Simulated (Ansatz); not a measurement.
# Zone-centre phonons of MoP at 16 GPa: input and output

Level of theory: Ansatz 0.2.0, DFT PBE, scalar-relativistic, plane waves, PAW.

Launched with:
```bash
ansatz run input.yaml --threads 1 --pin off --max-ram 3072MiB --backend cpu --events-out ev --progress --plain --runs-dir out
```

Input (bare energies are in eV):
```yaml
crystal:
  lattice:
    - [3.1597062676, 0.0, 0.0]
    - [-1.5798531338, 2.7363858963, 0.0]
    - [0.0, 0.0, 3.1543045856]
  atoms:
    - { symbol: Mo, position: [0.0, 0.0, 0.0] }
    - { symbol: P, position: [0.3333333333, 0.6666666667, 0.5] }
basis:
  ecutwfc: 420
kpoints:
  mp_grid: { grid: [18, 18, 14] }
hamiltonian:
  xc: pbe
scf:
  occupations: { method: fermi_dirac, width: 0.15 }
output:
  eigenvalues: true
phonons:
  method: dfpt
  eigenvectors: true
```

The end of the output:
```
--- Phonons (Γ-DFPT): 4 representative perturbations + reference, on 728 of 4536 k-points (Σ response iterations 12) ---
  k mesh reduced under 4 symmetry operations, with k and −k counted as one. Each operation leaves every solved displacement unchanged or reverses it
  ASR residual: 1.241e-3 → 0.000e0 eV/Å²; symmetrization residual: 4.675e-6 eV/Å²
  ASR residual per site (eV/Å²): 1.24e-3 1.28e-5
  Γ frequencies (cm⁻¹): 0.00 0.00 0.00 432.34 432.34 440.32
  non-analytic LO–TO correction: not included (Born effective charges unavailable; polar crystals: no LO–TO splitting at Γ)
```

It took 73 s on 1 thread of Intel(R) Xeon(R) 6975P-C (Granite Rapids) (shared host), peak memory 1.1 GiB.

In a metal, frequencies and elastic constants depend on the k mesh and the smearing, soft modes and shear constants most. Other phases may be more stable at this pressure.